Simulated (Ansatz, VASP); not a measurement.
# One calculation of ZrC, two programs

File INCAR:

```
ALGO     = Normal         # electronic algorithm
EDIFF    = 1E-7           # SCF threshold, eV
ENCUT    = 520            # plane-wave cutoff, eV
GGA      = PE             # functional
ISIF     = 2              # what is computed and relaxed
ISMEAR   = -1             # smearing method
LASPH    = T              # aspherical terms in the spheres
LCHARG   = F              # write CHGCAR
LREAL    = F              # projectors in reciprocal space
LWAVE    = F              # write WAVECAR
NBANDS   = 15             # bands
NELM     = 60             # most SCF steps
PREC     = Accurate       # precision mode
SIGMA    = 0.05           # smearing width, eV
```

The input KPOINTS:

```
k-points
0
Gamma
  9 9 9
```

POSCAR

```
ZrC
1.0
    0.0000000000      2.5455200000      2.5455200000
    2.5455200000      0.0000000000      2.5455200000
    2.5455200000      2.5455200000      0.0000000000
Zr C
1 1
Direct
    0.5043030000      0.5051820000      0.4823560000
    0.7418760000      0.7524940000      0.7544180000
```

File input.yaml:

```yaml
crystal:
  lattice:
    - [0.0, 2.54552, 2.54552]
    - [2.54552, 0.0, 2.54552]
    - [2.54552, 2.54552, 0.0]
  atoms:
    - { symbol: Zr, position: [0.504303, 0.505182, 0.482356] }
    - { symbol: C, position: [0.741876, 0.752494, 0.754418] }
hamiltonian:
  xc: pbe
  pseudopotentials: { kind: paw }
kpoints:
  mp_grid: { grid: [9, 9, 9] }
scf:
  occupations: { method: fermi_dirac, width: 0.05 }
output:
  forces: true
  stress: true
  eigenvalues: true
  write_density: true
  write_potential: true
  elf: true
  volumetric_format: npy
```

Change from the starting cell: atoms moved at random, drawn with an rms of 0.05 Å.

Alike in both runs: task single point; functional PBE; k mesh 9 × 9 × 9; occupations fermi-dirac, width 0.05 eV; no spin polarisation.

|  | VASP | Ansatz |
| --- | --- | --- |
| version | VASP 6.6.1 | Ansatz 0.2.0 |
| potentials or method | VASP PAW PBE potentials, release 64 (Zr_sv, C) | Ansatz PAW |
| plane-wave cutoff (eV) | 520 | 420 |
| valence electrons in the cell | 16 | 16 |

```csv
,VASP,Ansatz,Ansatz less VASP
gap on the k mesh at the Fermi level (eV),0.48,0.48,-0.002
least direct gap on the mesh (eV),0.56,0.56,-0.001
pressure (GPa),0.4,0.3,-0.13
largest component of the traceless stress (GPa),2.09,2.07,-0.022
rms of the force components (eV/Å),0.441,0.438,-0.0031
```

Atom by atom the forces differ by 0.003 eV/Å (rms over components).

Caveats: an odd mesh through Γ misses points on the zone boundary, where band edges often lie (VASP); odd divisions of the mesh miss points on the zone boundary, where band edges often lie, so the gap on the mesh can be too wide (Ansatz).
